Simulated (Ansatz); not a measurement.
The system is SiC.

```
CELL_PARAMETERS angstrom
3.07569 0.00000 0.00000
-1.53785 2.66363 0.00000
0.00000 0.00000 10.07065
ATOMIC_POSITIONS crystal
Si 0.00000 0.00000 0.18789
Si 0.00000 0.00000 0.68789
Si 0.33333 0.66667 0.43784
Si 0.66667 0.33333 0.93784
C 0.00000 0.00000 0.00046
C 0.00000 0.00000 0.50046
C 0.33333 0.66667 0.24980
C 0.66667 0.33333 0.74980
```

The cell is a database's computed one.

Base run:

```yaml
Program: Ansatz 0.2.0
Functional: BPBE
Potentials_or_basis: Ansatz PAW
Cutoff: 420 eV
Density_cutoff: 1680 eV
k_mesh: 10 × 10 × 3
Occupations: fermi-dirac, width 0.05 eV
Spin: no spin polarisation
```

Its results: band gap on the k mesh 2.24 eV, indirect (least direct gap 3.36 eV); pressure 4.1 GPa; largest force 0.005 eV/Å.

Task: The run is repeated on the same cell with these changes: functional from BPBE to BLYP. What comes out?

Result: Band gap on the k mesh 2.53 eV, indirect (least direct gap 3.64 eV); pressure 8.5 GPa; largest force 0.012 eV/Å.

Caveats: the potentials were made for another functional, which shifts forces and pressure; the PAW data sets come from PBE, with cores solved anew for the run's functional, which leaves a small shift of forces and pressure.

Not every run made on this cell is shown here.
